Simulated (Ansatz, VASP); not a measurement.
# MgS: VASP beside Ansatz

```
CELL_PARAMETERS angstrom
0.00000 2.60165 2.60165
2.60165 0.00000 2.60165
2.60165 2.60165 0.00000
ATOMIC_POSITIONS crystal
Mg 0.00000 0.00000 0.00000
S 0.50000 0.50000 0.50000
```

Alike in both runs: task single point; functional HSE06; k mesh 4 × 4 × 4; occupations gaussian, width 0.05 eV; no spin polarisation.

|  | VASP | Ansatz |
| --- | --- | --- |
| version | VASP 6.6.1 | Ansatz 0.2.0 |
| potentials or method | VASP PAW PBE potentials, release 64 (Mg, S) | scalar-relativistic, plane waves, PAW |
| plane-wave cutoff (eV) | 520 | 420 |
| valence electrons in the cell | 8 | 16 |

```csv
,VASP,Ansatz,Ansatz less VASP
gap on the k mesh at the Fermi level (eV),3.75,3.80,+0.052
least direct gap on the mesh (eV),4.81,4.84,+0.031
pressure (GPa),-0.4,-0.1,+0.33
```

The two sets of potentials don't hold the same shells in valence. Ansatz warned: «stress_exchange_threshold_loose».

Caveats: the k mesh is coarse (spacing up to 0.52 Å⁻¹), so the values aren't converged, least of all with exact exchange; the PAW data sets were made with another functional, which shifts forces and pressure a little (VASP). A k mesh can miss the band edges.
